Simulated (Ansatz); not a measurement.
# CdO (Monteponite) under changes of volume

One of the cells (12.970 Å³/atom); the others are scaled copies at fixed shape and fractional positions:

```
Cd O
1.0
     0.00000    2.34950    2.34950
     2.34950    0.00000    2.34950
     2.34950    2.34950    0.00000
Cd O
1 1
Direct
  0.00000 0.00000 0.00000
  0.50000 0.50000 0.50000
```

| Quantity | Value |
| --- | --- |
| Program | Ansatz 0.2.0 |
| Functional | RPBE |
| Dispersion | D3(BJ) |
| Potentials or basis | Ansatz PAW |
| Cutoff | 420 eV (not typed: the program's choice for these potentials) |
| k mesh | 10 × 10 × 10 |
| Occupations | fermi-dirac, width 0.05 eV |
| Spin | no spin polarisation |

```csv
volume (Å³/atom),energy over the lowest point (meV/atom),pressure (GPa)
12.191,0.00,-2.0
12.451,5.96,-5.3
12.710,16.92,-8.2
12.970,32.29,-10.8
13.229,51.59,-13.0
13.488,?,?
13.748,99.94,-16.7
```

**Question.** What does the run at 13.488 Å³/atom give?

**Answer.** Energy over the lowest point 74.24 meV/atom; pressure -15.0 GPa.

Worked out: A Birch-Murnaghan fit of order 3 (a polynomial in V^(-2/3)) to the other rows has its minimum at 12.05 Å³/atom, just outside them, with B0 = V·E''(V) = 175 GPa and B' = 4.9. It gives 74.21 meV/atom at 13.488 Å³/atom, against the run's 74.24, and -dE/dV = -15.0 GPa, against -15.0.

Energies are extrapolated to zero smearing.

Caveats: pairwise dispersion overbinds metals, which lowers pressure and volume; the PAW data sets come from PBE, with cores solved anew for the run's functional, which leaves a small shift of forces and pressure.
